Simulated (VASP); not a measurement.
Runs of VASP 6.6.1 on Mg3Sb2. The structure is trigonal, space group P-3m1 (No. 164). The conventional cell has a = 4.582 Å, b = 4.582 Å, c = 7.244 Å, α = 90.00°, β = 90.00°, γ = 120.00°. Around Sb (site symmetry 3m) lie 7 Mg at 2.82 to 3.15 Å. Mg (site symmetry -3m) has 6 Sb at 3.15 Å as nearest neighbours. Mg (site symmetry 3m) is surrounded by 4 Sb at 2.82 to 2.86 Å. 

```csv
task,level,spin,k mesh,smearing,gap on the mesh (eV),pressure (GPa),largest force (eV/Å)
band structure,TB-mBJ,off,7 × 7 × 4,fermi-dirac 0.05 eV,(b),-,-
band structure,LAK,off,7 × 7 × 4,fermi-dirac 0.05 eV,(c),(a),0.43
band structure,LMBJ,off,7 × 7 × 4,fermi-dirac 0.05 eV,0.76,-,-
single point,PBE,off,7 × 7 × 4,gaussian 0.012 eV,0.34,1.0,0.50
```

Alike in all rows: potentials or basis VASP PAW PBE potentials, release 64 (Sb, Mg); cell as given; cutoff (eV) 520.

Question: Estimate the missing entries.

Answer: (a) 1.3; (b) 0.80; (c) 0.67.

Caveats: spin-orbit coupling is left out, which moves the levels of the heavy elements; the PAW data sets were made with another functional, which shifts forces and pressure a little (some runs); the mesh misses the band edges, which the band path finds closer together (some runs); an odd mesh through Γ misses points on the zone boundary, where band edges often lie (some runs).

A k mesh can miss the band edges, and the runs leave out spin-orbit coupling on Sb.
